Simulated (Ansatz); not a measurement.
The system is BaTiO3.

```xyz
5
Lattice="4.0060 0.0000 0.0000 0.0000 4.0060 0.0000 0.0000 0.0000 4.0060" Properties=species:S:1:pos:R:3 pbc="T T T"
Ba    2.0030    2.0030    2.0030
Ti    0.0000    0.0000    0.0000
O     0.0000    0.0000    2.0030
O     0.0000    2.0030    0.0000
O     2.0030    0.0000    0.0000
```

| Item | Value |
| --- | --- |
| Program | Ansatz 0.2.0 |
| Task | relaxation of cell and atoms |
| Functional | PBEsol |
| Potentials or basis | Ansatz PAW |
| Cutoff | 420 eV (not typed: the program's choice for these potentials) |
| k mesh | 5 × 5 × 5 |
| Occupations | fermi-dirac, width 0.05 eV |
| Spin | no spin polarisation |

At the start: volume 12.86 Å³/atom.

Where does the relaxation end?

It ends after 6 steps and the volume is 12.51 Å³/atom (-2.7 %); space group Pm-3m (No. 221, to 0.05 Å).

The path:
```
step  energy change (eV)  largest force (eV/Å)  volume (Å³)
   1              0.0000                0.0000        64.29
   2             -0.0312                0.0000        62.46
   3             -0.0308                0.0000        62.63
   4             -0.0255                0.0000        62.63
   5             -0.0258                0.0000        62.57
   6             -0.0258                0.0000        62.57
```

Final structure:
```
Ba Ti O
1.0
     3.96992    0.00000    0.00000
     0.00000    3.96992    0.00000
     0.00000    0.00000    3.96992
Ba Ti O
1 1 3
Direct
  0.50000 0.50000 0.50000
  0.00000 0.00000 0.00000
  0.00000 0.00000 0.50000
  0.00000 0.50000 0.00000
  0.50000 0.00000 0.00000
```

Caveat: the plane-wave basis is chosen anew once the cell has moved, so the energies of steps on either side of that aren't comparable; the pressure holds a Pulay correction of +0.6 GPa for the finite cutoff; the PAW data sets come from PBE, with cores solved anew for the run's functional, which leaves a small shift of forces and pressure.
